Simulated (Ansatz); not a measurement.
# Cu2H3: one candidate of a structure search, part 2 of 2

The task: take a trial cell of Cu2H3 to zero force and stress.

Ansatz 0.2.0; DFT PBE, scalar-relativistic, plane waves, PAW.

## Step 4: Final relaxation

The end of the coarse run is made exact in the group found at a tolerance of 0.06 Å and reduced to its primitive cell.

input.yaml reads:

```yaml
crystal:
  lattice:
    - [2.7719914269, 0.0, 0.0]
    - [0.0, 4.8145334129, 0.0]
    - [0.0, 0.0, 4.9632700273]
  atoms:
    - { symbol: Cu, position: [0.5, 0.5, 0.5] }
    - { symbol: Cu, position: [0.5, 0.0, 0.5] }
    - { symbol: H, position: [0.0, 0.0, 0.5] }
    - { symbol: H, position: [0.5, 0.0, 0.0] }
    - { symbol: H, position: [0.0, 0.0, 0.0] }
basis:
  ecutwfc: 420
kpoints:
  mp_grid: { grid: [14, 8, 8] }
hamiltonian:
  xc: pbe
scf:
  occupations: { method: gaussian, width: 0.1 }
output:
  forces: true
  stress: true
  eigenvalues: true
relax:
  adjacent_minimum: "off"
  f_tol: 0.01
  max_steps: 80
  cell: { stress_tol: 0.05 }
```

On the command line:

```bash
$ ansatz run input.yaml --threads 1 --pin off --max-ram 2560MiB --backend cpu --events-out ev --progress --plain --runs-dir out
```

Output:

```text
Warning: RAYON_NUM_THREADS=1 ignored (pool sized by the plan → 1); use --threads N
Engine: ansatz 0.2.0, aarch64-unknown-linux-gnu
Pseudopotentials: kind: paw
Pseudopotential: Cu, paw, valence charge 19, recommended cutoff 420 eV (normal), Cu.paw.azcp
Pseudopotential: H, paw, valence charge 1, recommended cutoff 420 eV (normal), H.paw.azcp
Functional definition: PBE
  parameter kappa = 0.804
  parameter beta = 0.06672455060314922
  exchange = pbe_x(kappa = kappa, mu = beta*pi^2/3)
  correlation = pbe_c(beta = beta)
Crystal: 5 atoms, lattice volume = 66.239 Å³
Basis set: ecut = 420 eV, 1305 PW (Γ), exchange–correlation on 40×72×72 points (8 copies of the dense FFT grid, shifted against one another)
Bands: 26, of which v1, the nominal top of the filled ones, is band 21 counted from 1 (20 counted from 0)
Symmetry: 8 space group operations
Space group: Pmmm (ITA 47), of the structure as read, at distance tolerance 4.0e-5 Å
k-points: 200 of 896
Non-local potential: Cu, projectors of the file, l = 0: 3, l = 1: 2, l = 2: 3, l = 3: 1
Non-local potential: H, projectors of the file, l = 0: 2, l = 1: 1
PAW form: soft (Blöchl's): semilocal exchange-correlation on the pseudo side does not see the compensation charge
PAW one-centre angular grid: Cu, 590 points (default); XC on 64 Gauss nodes
PAW one-centre angular grid: H, 110 points (default); XC on 64 Gauss nodes
Initial density: superposition of atomic densities (neutral atoms: chi_scale 0, normalization atom), corrected by the library's trained network
Initial wavefunctions: pseudopotential atomic-orbital guess
Functional: x = pbe(κ = 0.804, μ = 0.2195149727645171), c = pbe(β = 0.06672455060314922)
SCF iter   1: F=—  HF=-13293.439689 eV  |F-HF|=—  |Δ(HF+E_count)|=         —  Δρ=3.47e-3  dr2=7.40e-3  ethr=1.77e-3  ⟨swp⟩=5.4  Hψ=21747  notcnv=0
preconditioner: auto → LDOS  [metal: Δε(μ)=0.009 eV  Ē_g=7.770 eV  σ=0.100 eV  W_gap=0.05  n_scr=10 (ndim 8)  ℏωp=22.8 eV  f_vac=0.232  D(μ)=1.29/eV (n_scr^D=8)  β→1.0]
SCF iter   2: F=—  HF=-13293.440643 eV  |F-HF|=—  |Δ(HF+E_count)|=   9.53e-4  Δρ=2.13e-3  dr2=2.71e-3  ethr=1.81e-5  ⟨swp⟩=2.1  Hψ=9375  notcnv=0  defer=26
SCF iter   3: F=—  HF=-13293.442181 eV  |F-HF|=—  |Δ(HF+E_count)|=   1.54e-3  Δρ=5.06e-3  dr2=1.06e-2  ethr=6.61e-6  ⟨swp⟩=2.0  Hψ=8988  notcnv=0  defer=26  recentre
SCF iter   4: F=—  HF=-13293.440160 eV  |F-HF|=—  |Δ(HF+E_count)|=   2.02e-3  Δρ=5.82e-4  dr2=3.43e-4  ethr=6.61e-6  ⟨swp⟩=2.0  Hψ=8588  notcnv=0  defer=26
SCF iter   5: F=—  HF=-13293.440191 eV  |F-HF|=—  |Δ(HF+E_count)|=   3.05e-5  Δρ=8.00e-4  dr2=2.46e-4  ethr=8.38e-7  ⟨swp⟩=2.1  Hψ=7818  notcnv=0  defer=27
SCF iter   6: F=—  HF=-13293.440134 eV  |F-HF|=—  |Δ(HF+E_count)|=   5.66e-5  Δρ=1.17e-4  dr2=4.98e-6  ethr=5.99e-7  ⟨swp⟩=2.0  Hψ=7285  notcnv=0  defer=27
SCF iter   7: F=—  HF=-13293.440146 eV  |F-HF|=—  |Δ(HF+E_count)|=   1.18e-5  Δρ=4.09e-5  dr2=7.79e-7  ethr=1.22e-8  ⟨swp⟩=2.0  Hψ=7321  notcnv=0  defer=27
SCF iter   8: F=-13293.440146 eV  HF=-13293.440146 eV  |F-HF|=1.83e-8  |Δ(HF+E_count)|=   2.62e-8  Δρ=7.06e-6  dr2=3.47e-8  ethr=2.44e-10  ⟨swp⟩=6.3  Hψ=22932  notcnv=0
SCF 1 converged in 8 iterations: F = -13293.440146 eV  dr2 = 3.47e-8
relax step   1: F+E_penalty+E_count = -13293.44014579 eV  Δ(F+E_penalty+E_count) = +0.000e0 eV  max|allowed force component| = 1.008e-29 eV/Å  Δτ_max = 0.0000 Å  P = +0.191 GPa  Ω = 66.239 Å³  (8 SCF iters, dr2 threshold 1.00e-7 eV, accepted)
Crystal: 5 atoms, lattice volume = 67.297 Å³
Basis set: ecut = 420 eV, 1329 PW (Γ), exchange–correlation on 40×72×72 points (8 copies of the dense FFT grid, shifted against one another)
Initial density: handed on by an earlier stage of this run
Initial wavefunctions: those handed on with the density
iter 1 solved again at ethr=1.07e-5 eV; its pass at ethr=3.10e-3 eV (dr2=4.38e-3 eV) is discarded
SCF iter   1: F=—  HF=-13293.443827 eV  |F-HF|=—  |Δ(HF+E_count)|=         —  Δρ=2.80e-3  dr2=4.44e-3  ethr=1.07e-5  ⟨swp⟩=1.0  Hψ=24920  notcnv=0
preconditioner: auto → LDOS  [metal: Δε(μ)=0.002 eV  Ē_g=7.776 eV  σ=0.100 eV  W_gap=0.01  n_scr=12 (ndim 8)  ℏωp=22.6 eV  f_vac=0.237  D(μ)=1.46/eV (n_scr^D=8)  β→1.0]
SCF iter   2: F=—  HF=-13293.446692 eV  |F-HF|=—  |Δ(HF+E_count)|=   2.86e-3  Δρ=6.55e-3  dr2=1.59e-2  ethr=1.07e-5  ⟨swp⟩=2.0  Hψ=9841  notcnv=0  recentre
SCF iter   3: F=—  HF=-13293.443162 eV  |F-HF|=—  |Δ(HF+E_count)|=   3.53e-3  Δρ=1.12e-3  dr2=7.60e-4  ethr=1.07e-5  ⟨swp⟩=2.0  Hψ=9648  notcnv=0
SCF iter   4: F=—  HF=-13293.443019 eV  |F-HF|=—  |Δ(HF+E_count)|=   1.44e-4  Δρ=3.37e-4  dr2=6.98e-5  ethr=1.85e-6  ⟨swp⟩=2.0  Hψ=7791  notcnv=0
SCF iter   5: F=—  HF=-13293.443026 eV  |F-HF|=—  |Δ(HF+E_count)|=   7.45e-6  Δρ=1.91e-4  dr2=2.19e-5  ethr=1.70e-7  ⟨swp⟩=2.0  Hψ=6955  notcnv=0
SCF iter   6: F=—  HF=-13293.443025 eV  |F-HF|=—  |Δ(HF+E_count)|=   1.38e-6  Δρ=8.62e-5  dr2=4.39e-6  ethr=5.33e-8  ⟨swp⟩=1.1  Hψ=5011  notcnv=0
SCF iter   7: F=-13293.443024 eV  HF=-13293.443024 eV  |F-HF|=2.66e-7  |Δ(HF+E_count)|=   3.30e-7  Δρ=2.09e-5  dr2=2.82e-7  ethr=1.22e-9  ⟨swp⟩=5.1  Hψ=21242  notcnv=0
SCF 2 converged in 7 iterations: F = -13293.443024 eV  dr2 = 2.82e-7
relax step   2: F+E_penalty+E_count = -13293.44302404 eV  Δ(F+E_penalty+E_count) = -2.878e-3 eV  max|allowed force component| = 1.528e-31 eV/Å  Δτ_max = 0.0000 Å  P = +0.069 GPa  Ω = 67.297 Å³  energy of the carried Pulay correction = -8.089e-4 eV  (7 SCF iters, dr2 threshold 5.00e-7 eV, accepted)
Crystal: 5 atoms, lattice volume = 69.017 Å³
Basis set: ecut = 420 eV, 1353 PW (Γ), exchange–correlation on 40×72×72 points (8 copies of the dense FFT grid, shifted against one another)
iter 1 solved again at ethr=2.93e-5 eV; its pass at ethr=3.10e-3 eV (dr2=1.20e-2 eV) is discarded
SCF iter   1: F=—  HF=-13293.446978 eV  |F-HF|=—  |Δ(HF+E_count)|=         —  Δρ=4.28e-3  dr2=1.23e-2  ethr=2.93e-5  ⟨swp⟩=1.9  Hψ=25715  notcnv=0
preconditioner: auto → LDOS  [metal: Δε(μ)=0.007 eV  Ē_g=7.763 eV  σ=0.100 eV  W_gap=0.04  n_scr=12 (ndim 8)  ℏωp=22.3 eV  f_vac=0.250  D(μ)=1.45/eV (n_scr^D=8)  β→1.0]
SCF iter   2: F=—  HF=-13293.453071 eV  |F-HF|=—  |Δ(HF+E_count)|=   6.09e-3  Δρ=9.73e-3  dr2=3.58e-2  ethr=2.93e-5  ⟨swp⟩=2.0  Hψ=10359  notcnv=0  recentre
SCF iter   3: F=—  HF=-13293.445300 eV  |F-HF|=—  |Δ(HF+E_count)|=   7.77e-3  Δρ=2.04e-3  dr2=2.69e-3  ethr=2.93e-5  ⟨swp⟩=2.0  Hψ=11234  notcnv=0  defer=132
SCF iter   4: F=—  HF=-13293.444879 eV  |F-HF|=—  |Δ(HF+E_count)|=   4.21e-4  Δρ=7.15e-4  dr2=2.82e-4  ethr=6.56e-6  ⟨swp⟩=2.0  Hψ=6430  notcnv=0  defer=132
SCF iter   5: F=—  HF=-13293.444850 eV  |F-HF|=—  |Δ(HF+E_count)|=   2.85e-5  Δρ=2.41e-4  dr2=3.67e-5  ethr=6.89e-7  ⟨swp⟩=2.0  Hψ=6950  notcnv=0  defer=132
SCF iter   6: F=—  HF=-13293.444853 eV  |F-HF|=—  |Δ(HF+E_count)|=   2.72e-6  Δρ=6.06e-5  dr2=2.22e-6  ethr=8.95e-8  ⟨swp⟩=2.2  Hψ=6808  notcnv=0  defer=132
SCF iter   7: F=-13293.444853 eV  HF=-13293.444853 eV  |F-HF|=1.83e-7  |Δ(HF+E_count)|=   2.16e-7  Δρ=2.43e-5  dr2=3.20e-7  ethr=1.07e-9  ⟨swp⟩=7.4  Hψ=22807  notcnv=0
SCF 3 converged in 7 iterations: F = -13293.444853 eV  dr2 = 3.20e-7
relax step   3: F+E_penalty+E_count = -13293.44485307 eV  Δ(F+E_penalty+E_count) = -1.829e-3 eV  max|allowed force component| = 7.524e-30 eV/Å  Δτ_max = 0.0000 Å  P = +0.035 GPa  Ω = 69.017 Å³  energy of the carried Pulay correction = -2.059e-3 eV  (7 SCF iters, dr2 threshold 4.40e-7 eV, accepted)
[... 12 lines left out ...]
relax step   4: F+E_penalty+E_count = -13293.44470228 eV  Δ(F+E_penalty+E_count) = +1.508e-4 eV  max|allowed force component| = 1.264e-29 eV/Å  Δτ_max = 0.0000 Å  P = +0.024 GPa  Ω = 69.441 Å³  energy of the carried Pulay correction = -2.361e-3 eV  (7 SCF iters, dr2 threshold 2.69e-8 eV, accepted)
[... 11 lines left out ...]
relax step   5: F+E_penalty+E_count = -13293.44463645 eV  Δ(F+E_penalty+E_count) = +6.583e-5 eV  max|allowed force component| = 8.204e-29 eV/Å  Δτ_max = 0.0000 Å  P = -0.000 GPa  Ω = 69.539 Å³  energy of the carried Pulay correction = -2.436e-3 eV  (7 SCF iters, dr2 threshold 9.36e-9 eV, accepted)
[... 15 lines left out ...]
relax step   6: F+E_penalty+E_count = -13293.44764711 eV  Δ(F+E_penalty+E_count) = -3.011e-3 eV  max|allowed force component| = 8.082e-29 eV/Å  Δτ_max = 0.0000 Å  P = +0.028 GPa  Ω = 69.539 Å³  stress off target by 7.11e-2 GPa  SCF on the basis re-selected at this cell (its energy is not comparable with the rows above)  (10 SCF iters)
[... 12 lines left out ...]
relax step   7: F+E_penalty+E_count = -13293.44750970 eV  Δ(F+E_penalty+E_count) = +1.374e-4 eV  max|allowed force component| = 9.032e-28 eV/Å  Δτ_max = 0.0000 Å  P = +0.010 GPa  Ω = 69.876 Å³  energy of the carried Pulay correction = -2.477e-4 eV  (7 SCF iters, dr2 threshold 1.27e-8 eV, accepted)
[... 13 lines left out ...]
relax step   8: F+E_penalty+E_count = -13293.44735397 eV  Δ(F+E_penalty+E_count) = +1.557e-4 eV  max|allowed force component| = 1.765e-29 eV/Å  Δτ_max = 0.0000 Å  P = +0.002 GPa  Ω = 70.123 Å³  energy of the carried Pulay correction = -4.293e-4 eV  (9 SCF iters, accepted)
iter 1 solved again at ethr=2.69e-8 eV; its pass at ethr=3.10e-3 eV (dr2=1.10e-5 eV) is discarded
SCF iter   1: F=—  HF=-13293.446922 eV  |F-HF|=—  |Δ(HF+E_count)|=         —  Δρ=1.39e-4  dr2=3.54e-7  ethr=2.69e-8  ⟨swp⟩=3.5  Hψ=35655  notcnv=0
preconditioner: auto → LDOS  [metal: Δε(μ)=0.001 eV  Ē_g=7.691 eV  σ=0.100 eV  W_gap=0.00  n_scr=12 (ndim 8)  ℏωp=22.2 eV  f_vac=0.255  D(μ)=1.53/eV (n_scr^D=8)  β→1.0]
SCF iter   2: F=—  HF=-13293.447786 eV  |F-HF|=—  |Δ(HF+E_count)|=   8.64e-4  Δρ=7.17e-6  dr2=3.32e-8  ethr=8.64e-10  ⟨swp⟩=2.9  Hψ=8878  notcnv=0
SCF iter   3: F=—  HF=-13293.447786 eV  |F-HF|=—  |Δ(HF+E_count)|=   1.10e-7  Δρ=1.99e-5  dr2=1.55e-7  ethr=8.10e-11  ⟨swp⟩=2.0  Hψ=9138  notcnv=0
SCF iter   4: F=—  HF=-13293.447786 eV  |F-HF|=—  |Δ(HF+E_count)|=   2.19e-8  Δρ=3.84e-6  dr2=6.40e-9  ethr=8.10e-11  ⟨swp⟩=2.0  Hψ=9102  notcnv=0
SCF iter   5: F=—  HF=-13293.447786 eV  |F-HF|=—  |Δ(HF+E_count)|=   4.85e-9  Δρ=1.23e-6  dr2=6.17e-10  ethr=1.56e-11  ⟨swp⟩=2.0  Hψ=7213  notcnv=0
SCF iter   6: F=—  HF=-13293.447786 eV  |F-HF|=—  |Δ(HF+E_count)|=  2.00e-10  Δρ=5.13e-7  dr2=1.17e-10  ethr=1.50e-12  ⟨swp⟩=2.0  Hψ=8620  notcnv=0
SCF iter   7: F=-13293.447786 eV  HF=-13293.447786 eV  |F-HF|=1.09e-11  |Δ(HF+E_count)|=  1.13e-10  Δρ=1.35e-7  dr2=8.67e-12  ethr=1.00e-12  ⟨swp⟩=4.1  Hψ=16737  notcnv=0
SCF 9 converged in 7 iterations: F = -13293.447786 eV  dr2 = 8.67e-12
relax step   9: F+E_penalty+E_count = -13293.44778588 eV  Δ(F+E_penalty+E_count) = -4.319e-4 eV  max|allowed force component| = 1.011e-29 eV/Å  Δτ_max = 0.0000 Å  P = +0.002 GPa  Ω = 70.123 Å³  stress off target by 4.91e-3 GPa  SCF on the basis re-selected at this cell (its energy is not comparable with the rows above)  (7 SCF iters)
basis re-selected at this cell: Δ(F+E_penalty+E_count) = -4.319e-4 eV, ΔP = -0.000 GPa vs the last step (what re-selecting the basis moved, of the pressure what is left beyond the Pulay correction that the steps carried, after the strain that the cell walked since its last selection, with what the two solves' SCF thresholds leave and, on support functions, any second-order correction that the steps lacked; it is no measure of the basis error at this ecutwfc). This SCF's stress stands 4.91e-3 GPa from its target on what of the cell is left free (relax.cell.stress_tol is 5.00e-2 GPa) and its largest allowed force component is 1.01e-29 eV/Å (relax.f_tol is 1.00e-2 eV/Å): within both
SCF converged after 7 iterations
Free energy (F): -13293.447786 eV
Harris-Foulkes:  -13293.447786 eV  (|F-HF|=1.09e-11)
Internal energy: -13293.440140 eV  (E = F + TS)
E sigma→0 (E₀):  -13293.443963 eV
Entropy (-TS):   -0.007645 eV (-1.529 meV/atom)
Fermi energy:    3.517604 eV
--- Per-component energies (eV) ---
  E_band       = -1209.728756
  E_kinetic    = 636.807388
  E_local      = -13556.006396  (includes V_loc(G=0)·N_el)
  E_nonlocal   = 797.459058
  E_hartree    = 6049.011657
  E_xc         = -200.143886
  E_vxc        = -257.888390  (∫ρ·V_xc dr)
  E_paw        = -3339.372945  (= ΣΔE_a)
  E_vpaw       = -928.121106  (= ΣTr[D̂ρ^β])
  E_aug_tail   = -0.002664  (compensation charges beyond the density's cutoff)
  E_ewald      = -3681.192351
  E_smearing   = -0.007645  (= −TS)
  E_closure    = 0.000000  (closes the sum)
  Σ components = -13293.447786   (vs F -13293.447786, Δ=0.00e0)
--- Forces (eV/Å), atoms counted from 1 ---
  atom   1  Cu     0.00000000     0.00000000     0.00000000
  atom   2  Cu     0.00000000     0.00000000     0.00000000
  atom   3  H      0.00000000     0.00000000     0.00000000
  atom   4  H     -0.00000000     0.00000000     0.00000000
  atom   5  H      0.00000000     0.00000000     0.00000000
  max |Σ_I F_I| component: 1.25e-29 eV/Å
--- Stress (GPa, compression-positive) ---
        0.001722       0.000000       0.000000
        0.000000      -0.001815       0.000000
        0.000000       0.000000       0.004913
  P = ⅓ Tr σ = 0.0016 GPa (0.016 kbar)
--- Band table (eV; the first three rows and the last of 200) ---
  k-point 0: bands = ["-109.2900", "-107.9446", "-67.0073", "-66.6815", "-66.3300", "-65.4649", "-65.3629", "-65.2028", "-5.5720", "-2.6157", "-0.8633", "0.5244", "0.5905", "0.8747", "0.9591", "1.6451", "2.0333", "2.1613", "2.2418", "2.3076", "4.4091", "4.7607", "5.6848", "10.6238", "11.4593", "11.7919"]
  k-point 1: bands = ["-109.2900", "-107.9446", "-67.0073", "-66.6815", "-66.3301", "-65.4649", "-65.3629", "-65.2028", "-5.5535", "-2.6185", "-0.8945", "0.5213", "0.5905", "0.8645", "0.9589", "1.5190", "2.0405", "2.1607", "2.2419", "2.3076", "4.4372", "4.9552", "5.7743", "10.0468", "11.3771", "12.3171"]
  k-point 2: bands = ["-109.2900", "-107.9446", "-67.0073", "-66.6815", "-66.3301", "-65.4649", "-65.3629", "-65.2028", "-5.5071", "-2.6256", "-0.9764", "0.5141", "0.5905", "0.8262", "0.9585", "1.2966", "2.0611", "2.1595", "2.2419", "2.3073", "4.5074", "5.3079", "6.0024", "9.6464", "10.7332", "13.1199"]
  k-point 199: bands = ["-109.2877", "-107.9431", "-67.0452", "-66.6771", "-66.3280", "-65.4656", "-65.3854", "-65.2010", "-1.2827", "-0.1802", "0.0774", "0.3158", "0.9137", "0.9621", "1.5442", "1.6334", "1.6535", "1.8601", "2.2377", "2.3802", "2.6098", "4.8890", "5.9613", "6.3578", "9.8155", "11.3926"]
--- Relaxed structure (7 steps of the walk, 7 accepted, 2 SCFs on fresh bases) ---
  F+E_penalty+E_count = -13293.44778588 eV   max|allowed force component| = 1.011e-29 eV/Å   (the final SCF, on the basis selected at the relaxed cell)
  cell:  # Å, volume = 70.1234 Å³
    - [2.7580634555951833, 0.0, 0.0]
    - [0.0, 4.828779969347818, 0.0]
    - [0.0, 0.0, 5.265278817645564]
  atoms:
    - { symbol: Cu, position: [0.5, 0.49999999999999994, 0.5] }
    - { symbol: Cu, position: [0.5, 0.0, 0.5] }
    - { symbol: H, position: [9.719485514779255e-37, 0.0, 0.5] }
    - { symbol: H, position: [0.5, 0.0, 0.0] }
    - { symbol: H, position: [-6.522063142116271e-37, 0.0, 0.0] }
```

It took 2.4 min on 1 thread of Arm Neoverse V2, shared host; peak memory 0.53 GiB.

The steps of the relaxation:

| step | energy from step 1 (eV/cell) | largest force component (eV/Å) | pressure (GPa) | volume (Å³) |
| --- | --- | --- | --- | --- |
| 1 | 0.0000 | 0.0000 | 0.19 | 66.24 |
| 2 | -0.0029 | 0.0000 | 0.07 | 67.30 |
| 3 | -0.0047 | 0.0000 | 0.03 | 69.02 |
| 4 | -0.0046 | 0.0000 | 0.02 | 69.44 |
| 5 | -0.0045 | 0.0000 | 0.00 | 69.54 |
| 6 | -0.0075 | 0.0000 | 0.03 | 69.54 |
| 7 | -0.0074 | 0.0000 | 0.01 | 69.88 |
| 8 | -0.0072 | 0.0000 | 0.00 | 70.12 |
| 9 | -0.0076 | 0.0000 | 0.00 | 70.12 |

Step 1 is the start. Steps 6, 9 each repeat the geometry before them on a plane-wave basis chosen anew, so the energy can jump there without any move.

|  | before | after | change |
| --- | --- | --- | --- |
| a (Å) | 2.772 | 2.758 | -0.5 % |
| b (Å) | 4.815 | 4.829 | +0.3 % |
| c (Å) | 4.963 | 5.265 | +6.1 % |
| volume (Å³/atom) | 13.25 | 14.02 | +5.9 % |
| shortest distance (Å) | 1.386 | 1.379 | -0.5 % |
| space group (0.01 Å) | Pmmm | Pmmm | same |

The run keeps the 8 symmetry operations of the start, so it could not have lowered the symmetry.

## Step 5: Changing settings: ecutwfc 40.4 Ry

input.yaml reads:

```yaml
crystal:
  lattice:
    - [2.7580634556, 0.0, 0.0]
    - [0.0, 4.8287799693, 0.0]
    - [0.0, 0.0, 5.2652788176]
  atoms:
    - { symbol: Cu, position: [0.5, 0.5, 0.5] }
    - { symbol: Cu, position: [0.5, 0.0, 0.5] }
    - { symbol: H, position: [0.0, 0.0, 0.5] }
    - { symbol: H, position: [0.5, 0.0, 0.0] }
    - { symbol: H, position: [0.0, 0.0, 0.0] }
basis:
  ecutwfc: "40.4 Ry"
kpoints:
  mp_grid: { grid: [14, 8, 8] }
hamiltonian:
  xc: pbe
scf:
  occupations: { method: gaussian, width: 0.1 }
output:
  forces: true
  eigenvalues: true
  stress: true
```

On the command line:

```bash
$ ansatz run input.yaml --threads 1 --pin off --max-ram 2560MiB --backend cpu --events-out ev --progress --plain --runs-dir out
```

Output (excerpt; [...] marks lines left out):

```text
Warning: RAYON_NUM_THREADS=1 ignored (pool sized by the plan → 1); use --threads N
[...]
[... 4 set-up lines as earlier in the session ...]
[...]
Crystal: 5 atoms, lattice volume = 70.123 Å³
Basis set: ecut = 549.6700021689576 eV, 2081 PW (Γ), exchange–correlation on 48×80×90 points (8 copies of the dense FFT grid, shifted against one another)
Bands: 26, of which v1, the nominal top of the filled ones, is band 21 counted from 1 (20 counted from 0)
[... 1 set-up line as earlier in the session ...]
Space group: Pmmm (ITA 47), of the structure as read, at distance tolerance 4.1e-5 Å
k-points: 200 of 896
[...]
SCF iter   1: F=—  HF=-13293.459544 eV  |F-HF|=—  |Δ(HF+E_count)|=         —  Δρ=3.39e-3  dr2=5.50e-3  ethr=1.77e-3  ⟨swp⟩=5.5  Hψ=22043  notcnv=0
[...]
SCF iter   8: F=-13293.460112 eV  HF=-13293.460112 eV  |F-HF|=6.58e-8  |Δ(HF+E_count)|=   3.81e-8  Δρ=1.18e-5  dr2=7.41e-8  ethr=2.44e-10  ⟨swp⟩=6.6  Hψ=21241  notcnv=0
[...]
SCF converged after 8 iterations
Free energy (F): -13293.460112 eV
[...]
E sigma→0 (E₀):  -13293.456286 eV
Entropy (-TS):   -0.007651 eV (-1.530 meV/atom)
Fermi energy:    3.516390 eV
[...]
--- Forces (eV/Å), atoms counted from 1 ---
  atom   1  Cu     0.00000000     0.00000000     0.00000000
  atom   2  Cu    -0.00000000     0.00000000     0.00000000
  atom   3  H      0.00000000     0.00000000     0.00000000
  atom   4  H     -0.00000000     0.00000000     0.00000000
  atom   5  H      0.00000000     0.00000000     0.00000000
[...]
--- Stress (GPa, compression-positive) ---
       -0.036982       0.000000       0.000000
        0.000000      -0.016410       0.000000
        0.000000       0.000000       0.003088
  P = ⅓ Tr σ = -0.0168 GPa (-0.168 kbar)
--- Band table (eV; the first three rows and the last of 200) ---
[... band rows left out ...]
[...]
```

Run time: 22 s. Hardware: 1 thread of Arm Neoverse V2, shared host; peak memory 0.61 GiB.

| run | ending | energy change | pressure (GPa) | gap (eV) | force (eV/Å) | cycles | time |
| --- | --- | --- | --- | --- | --- | --- | --- |
| step 4 | converged | 0 | 0.0 | 0.00 | 0.00 | - | 2.4 min |
| variant | converged | -2.5 meV/atom | 0.0 | 0.00 | 0.00 | 8 | 22 s |

Changing the cutoff moves the energy by -2.5 meV/atom. More plane waves (549.67 against 420 eV) lower the energy, so the reference carries about that much basis error.

## Step 6: What came out

The summary covers parts 1 to 2. Changes of volume or cell count from the first structure of part 1.

```
                                                              quantity                                                                      value
                                symmetry at the end (tolerance 0.05 Å)                                                  space group Pmmm (No. 47)
                                                     conventional cell  a = 2.758 Å, b = 4.829 Å, c = 5.265 Å, α = 90.00°, β = 90.00°, γ = 90.00°
                                                                volume                                                              14.02 Å³/atom
energy over the elements (uncorrected; H, N, O, F and Cl as molecules)                                                              +0.90 eV/atom
                                                       gap on the mesh                                                               none (metal)
```

**Reading.** The space group Pmmm (No. 47) is kept, and the volume per atom grows by 7.8 % from the first guess. The formation energy is positive, so the separate elements lie lower. No finished test with a distortion of lower symmetry is shown, so the end may be a saddle point.
